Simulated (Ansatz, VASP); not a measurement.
## One calculation of C, two programs

The input INCAR:

```
PREC = Accurate
ENCUT = 520
EDIFF = 1E-6
ISMEAR = -1
SIGMA = 0.02
LREAL = False
LASPH = True
NELM = 100
ALGO = Normal
ISIF = 2
LWAVE = False
LCHARG = False
GGA = PE
NBANDS = 16
```

The input KPOINTS:

```
regular mesh
0
Gamma
  12 12 6
```

Contents of POSCAR:

```
C
1.0
    2.5031953697      0.0000000000      0.0000000000
   -1.2515976849      2.1678307808      0.0000000000
    0.0000000000      0.0000000000      3.9825208275
C
4
Direct
    0.3333333333      0.6666666667     -0.0002302957
    0.6666666667      0.3333333333      0.4997697043
    0.3333333333      0.6666666667      0.3752302957
    0.6666666667      0.3333333333      0.8752302957
```

Input for Ansatz:

```yaml
crystal:
  lattice:
    - [2.5031953697, 0.0, 0.0]
    - [-1.2515976849, 2.1678307808, 0.0]
    - [0.0, 0.0, 3.9825208275]
  atoms:
    - { symbol: C, position: [0.3333333333, 0.6666666667, -0.0002302957] }
    - { symbol: C, position: [0.6666666667, 0.3333333333, 0.4997697043] }
    - { symbol: C, position: [0.3333333333, 0.6666666667, 0.3752302957] }
    - { symbol: C, position: [0.6666666667, 0.3333333333, 0.8752302957] }
kpoints:
  mp_grid: { grid: [12, 12, 6] }
  band_path:
    path:
      - [0.0, 0.0, 0.0]
      - [0.5, 0.0, 0.0]
      - [0.3333333333, 0.3333333333, 0.0]
      - [0.0, 0.0, 0.5]
      - [0.5, 0.0, 0.5]
      - [0.3333333333, 0.3333333333, 0.5]
    npoints: 1
hamiltonian:
  xc: pbe
scf:
  occupations: { method: fermi_dirac, width: 0.02 }
  n_extra_bands: 5
output:
  forces: true
  stress: true
  eigenvalues: true
  write_density: true
  write_potential: true
  elf: true
  volumetric_format: npy
```

Change from the starting cell: uniaxial_z strain -4.5%.

Alike in both runs: task single point; functional PBE; k mesh 12 × 12 × 6; occupations fermi-dirac, width 0.02 eV; no spin polarisation.

|  | VASP | Ansatz |
| --- | --- | --- |
| version | VASP 6.6.1 | Ansatz 0.2.0 |
| potentials or method | VASP PAW PBE potentials, release 64 (C) | plane waves, PAW |
| plane-wave cutoff (eV) | 520 | 420 |
| valence electrons in the cell | 16 | 16 |

```tsv
	VASP	Ansatz	Ansatz less VASP
gap on the k mesh at the Fermi level (eV)	3.25	3.27	+0.015
pressure (GPa)	29.0	28.1	-0.91
largest component of the traceless stress (GPa)	45.34	45.15	-0.190
rms of the force components (eV/Å)	0.042	0.036	-0.0062
```

Atom by atom the forces differ by 0.006 eV/Å (rms over components).

Caveats: so large a pressure means that the cell lies far from this level's equilibrium, or that cutoff or potentials fall short (VASP).
